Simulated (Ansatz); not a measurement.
## BeTe: rattling a relaxed structure

It comes from a database structure that was distorted and then relaxed.

Theory: DFT PBE, scalar-relativistic, plane waves, PAW in Ansatz 0.2.0. Settings: cutoff 420 eV, Γ-centred mesh 8×8×8 on the computed 2-atom cell, Gaussian smearing of 0.02 eV; no spin polarisation.

The cell below (2 atoms, space group F-43m (No. 216)) is relaxed within its symmetry.

```
Be Te
1.0
     0.00000    2.83131    2.83131
     2.83131    0.00000    2.83131
     2.83131    2.83131    0.00000
Be Te
1 1
Direct
  0.75000 0.75000 0.75000
  0.00000 0.00000 0.00000
```

For the test a repeat of it with 4 atoms (edges 4.00, 4.00, 6.94 Å) was strained at random (σ = 1.5 % a component), the atoms were moved at random (σ = 0.05 Å), and all was relaxed again on a coarse 6×6×6 mesh (in the run’s order of axes) with 0.10 eV smearing, with no symmetry imposed.

These runs have no spin–orbit coupling, which can matter for Te.

**Question.** What happens?

**Answer.** It returns, within 1 meV/atom of the unmoved cell on that mesh and with the same symmetry when read at 0.1 Å (R3m at 0.01 Å, so small strains and shifts remain). So it is stable against the distortions that fit this cell and that this random move excites. Modes that don't fit the cell aren't tested.
